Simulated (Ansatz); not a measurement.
**YN: Wannier functions and tight-binding models**

Aim: build maximally localised Wannier functions for YN from several sets of trial orbitals, and check spreads and centres, and how well the models interpolate the bands. Plan: PBE, anion s p, 6×6×6; PBE, anion s p, 4×4×4; PBE, anion s p, 8×8×8; PBE, anion p, 6×6×6; PBE, metal d and anion p, 6×6×6; PBE, metal d, 6×6×6; r2SCAN, anion s p, 6×6×6; r2SCAN, metal d and anion p, 6×6×6; HSE06, anion s p, 6×6×6; HSE06, anion p, 6×6×6 (level, trial orbitals, Wannier mesh).

Computed with Ansatz 0.2.0 (plane waves, PAW, unless a step's input says otherwise).

3 further runs of the same task are left out: 3 that didn't finish. Runs told in other sessions of the task aren't counted.

**1. The structure to begin with**

The structure is cubic, space group Fm-3m (No. 225). The conventional cell has a = 4.896 Å, b = 4.896 Å, c = 4.896 Å, α = 90.00°, β = 90.00°, γ = 90.00°. Y (site symmetry m-3m) has 6 N at 2.45 Å in its first shell of neighbours. N (site symmetry m-3m) is surrounded by 6 Y at 2.45 Å.

Coordinates:

```
CELL_PARAMETERS angstrom
0.00000 2.44805 2.44805
2.44805 0.00000 2.44805
2.44805 2.44805 0.00000
ATOMIC_POSITIONS crystal
Y 0.00000 0.00000 0.00000
N 0.50000 0.50000 0.50000
```

The cell was relaxed beforehand with r2SCAN; those runs aren't shown.

**2. PBE, anion s p, 6×6×6**

input.yaml

```yaml
crystal:
  lattice:
    - [0.0, 2.4480479768, 2.4480479768]
    - [2.4480479768, 0.0, 2.4480479768]
    - [2.4480479768, 2.4480479768, 0.0]
  atoms:
    - { symbol: "Y", position: [0.0, 0.0, 0.0] }
    - { symbol: "N", position: [0.5, 0.5, 0.5] }
kpoints:
  mp_grid: { grid: [8, 8, 8] }
  band_path:
    path:
      - [[0.0, 0.0, 0.0], [0.5, 0.0, 0.5], [0.625, 0.25, 0.625]]
      - [[0.375, 0.375, 0.75], [0.0, 0.0, 0.0], [0.5, 0.5, 0.5], [0.5, 0.25, 0.75], [0.5, 0.0, 0.5]]
    npoints: 10
hamiltonian:
  xc: pbe
scf:
  occupations: { method: fixed }
  n_extra_bands: 6
output:
  forces: false
  stress: false
  eigenvalues: true
  wannier:
    kmesh: [6, 6, 6]
    projections: [{ species: "N", l: s, shell: 2 }, { species: "N", l: p, shell: 2 }]
    minimise: true
    write_hr: true
    conv_tol: 1.0e-08
    max_iter: 3000
```

Command:

```
ansatz run input.yaml --threads 4 --pin off --max-ram 3686MiB --backend cpu --events-out ev --progress --plain --runs-dir out
```

Further steps of the session: PBE, anion s p, 4×4×4; PBE, anion s p, 8×8×8; PBE, anion p, 6×6×6; PBE, metal d and anion p, 6×6×6; PBE, metal d, 6×6×6; r2SCAN, anion s p, 6×6×6; r2SCAN, metal d and anion p, 6×6×6; HSE06, anion s p, 6×6×6; HSE06, anion p, 6×6×6.

**Question.** What will the summary of the whole plan be? Wanted: total spread, PBE, anion s p, 6×6×6; total spread, PBE, anion s p, 4×4×4; total spread, PBE, anion s p, 8×8×8; total spread, PBE, anion p, 6×6×6; total spread, PBE, metal d and anion p, 6×6×6; total spread, PBE, metal d, 6×6×6; total spread, r2SCAN, anion s p, 6×6×6; total spread, r2SCAN, metal d and anion p, 6×6×6; total spread, HSE06, anion s p, 6×6×6.

As calculated:

| quantity | value |
| --- | --- |
| total spread, PBE, anion s p, 6×6×6 | 6.49 Å² over 4 functions |
| total spread, PBE, anion s p, 4×4×4 | 5.77 Å² over 4 functions |
| total spread, PBE, anion s p, 8×8×8 | 6.83 Å² over 4 functions |
| total spread, PBE, anion p, 6×6×6 | 6.11 Å² over 3 functions |
| total spread, PBE, metal d and anion p, 6×6×6 | 15.39 Å² over 8 functions |
| total spread, PBE, metal d, 6×6×6 | 16.86 Å² over 5 functions |
| total spread, r2SCAN, anion s p, 6×6×6 | 6.23 Å² over 4 functions |
| total spread, r2SCAN, metal d and anion p, 6×6×6 | 15.01 Å² over 8 functions |
| total spread, HSE06, anion s p, 6×6×6 | 6.13 Å² over 4 functions |
| total spread, HSE06, anion p, 6×6×6 | 5.72 Å² over 3 functions |
| centres of the first set | 0.43 Å from the nearest atom |

In words: With PBE, anion s p, 6×6×6 the 4 functions move off the atoms, with a mean spread of 1.62 Å²; 87 % of the total is gauge invariant. The total spread goes from 5.77 Å² on 4×4×4 to 6.83 Å² on 8×8×8: finite differences in k understate it on coarse meshes, while the largest miss of a band goes from 0.23 to 0.06 eV. On one set and mesh the functional gives 6.49 (PBE), 6.23 (r2SCAN), 6.13 (HSE06) Å².
